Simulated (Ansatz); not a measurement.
MoS2:

```xyz
6
Lattice="3.1690 0.0000 0.0000 -1.5845 2.7444 0.0000 0.0000 0.0000 12.3240" Properties=species:S:1:pos:R:3 pbc="T T T"
Mo    1.5845    0.9148    9.2430
Mo    0.0000    1.8296    3.0810
S     1.5845    0.9148    4.6461
S     0.0000    1.8296   10.8081
S     1.5845    0.9148    1.5159
S     0.0000    1.8296    7.6779
```

Program: Ansatz 0.2.0. Alike in all runs: task band structure; potentials or basis Ansatz PAW; cell as given; k mesh 10 × 10 × 3; cutoff (eV) 420; smearing fermi-dirac 0.05 eV.

**Question.** Order these runs on this cell by their pressure, lowest first.
A. level PBEsol; spin SOC, no magnetisation
B. level PBE; spin off
C. level LDA; spin off

**Answer.** C (-5.7 GPa), A (-3.0 GPa), B (2.0 GPa).

Caveats: this functional lacks dispersion, which binds the layers, so the pressure and a relaxed spacing across them are unreliable (some runs); the PAW data sets come from PBE, with cores solved anew for the run's functional, which leaves a small shift of forces and pressure (some runs).
